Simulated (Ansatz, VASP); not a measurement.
## Two plane-wave programs on Gd

INCAR

```
PREC = Accurate
ENCUT = 520
EDIFF = 1E-6
ISMEAR = -1
SIGMA = 0.1
LREAL = F
LASPH = T
NELM = 150
ALGO = Normal
ISIF = 2
LWAVE = F
LCHARG = F
ISPIN = 2
MAGMOM = 7.255 -7.255
LORBIT = 11
LMAXMIX = 6
GGA = PE
NBANDS = 29
```

Contents of KPOINTS:

```
Automatic mesh
0
Gamma
  5 5 3
```

File POSCAR:

```
Gd
1.0
    3.6203037409      0.0000000000      0.0000000000
   -1.8101518705      3.1352750091      0.0000000000
    0.0000000000      0.0000000000      5.7998413660
Gd
2
Direct
    0.3333333333      0.6666666667      0.2500000000
    0.6666666667      0.3333333333      0.7500000000
```

Input for Ansatz:

```yaml
crystal:
  lattice:
    - [3.6203037409, 0.0, 0.0]
    - [-1.8101518705, 3.1352750091, 0.0]
    - [0.0, 0.0, 5.799841366]
  atoms:
    - { symbol: Gd, position: [0.3333333333, 0.6666666667, 0.25], spin: 7.255 }
    - { symbol: Gd, position: [0.6666666667, 0.3333333333, 0.75], spin: -7.255 }
hamiltonian:
  xc: pbe
  pseudopotentials:
    kind: paw
    azcp:
      Gd: "pseudopotentials/Gd.paw.azcp"
basis:
  ecutwfc: 420
  fft_grid_basis: typed
kpoints:
  mp_grid: { grid: [5, 5, 3], shift: [0, 0, 0] }
magnetization:
  spin_polarized: true
scf:
  occupations: { method: fermi_dirac, width: 0.1 }
```

Alike in both runs: task single point; functional PBE; k mesh 5 × 5 × 3; occupations fermi-dirac, width 0.1 eV; collinear spin.

```csv
,VASP,Ansatz
version,VASP 6.6.1,Ansatz 0.2.0
potentials or method,"VASP PAW PBE potentials, release 64 (Gd)","plane waves (420 eV) with PAW, scalar-relativistic"
plane-wave cutoff (eV),520,420
valence electrons in the cell,36,36
```

Ansatz gave:

```
net moment per atom (μB)                                      : 0.00
size of the moment on the site where the two differ most (μB) : 7.25
```

Task: What did VASP give for the same quantities?

Result: net moment per atom (μB): 0.00; size of the moment on the site where the two differ most (μB): 6.93.

Site moments also hang on the region over which each program counts them.

Caveats: the k mesh is coarse (spacing up to 0.40 Å⁻¹), so the values aren't converged. The state reached can hang on the start; a lower one may exist.
